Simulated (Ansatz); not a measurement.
The system is Ge.

```
CELL_PARAMETERS angstrom
0.00000 2.82891 2.82891
2.82891 0.00000 2.82891
2.82891 2.82891 0.00000
ATOMIC_POSITIONS crystal
Ge 0.75000 0.75000 0.75000
Ge 0.50000 0.50000 0.50000
```

Base run:

```yaml
Program: Ansatz 0.2.0
Functional: PBE
Potentials_or_basis: Ansatz PAW
Cutoff: "420 eV (not typed: the program's choice for these potentials)"
k_mesh: 8 × 8 × 8
Occupations: gaussian, width 0.011 eV
Spin: no spin polarisation
```

Its results: band gap on the k mesh 0.03 eV, direct; pressure 3.6 GPa.

Problem. The run is repeated on the same cell with these changes: functional from PBE to RPBE; occupations from gaussian, width 0.011 eV to gaussian, width 0.1 eV. What comes out?

Solution. Band gap on the k mesh 0.14 eV, direct; pressure 5.4 GPa.

Caveats: the PAW data sets come from PBE, with cores solved anew for the run's functional, which leaves a small shift of forces and pressure (some runs).

A k mesh can miss the band edges.
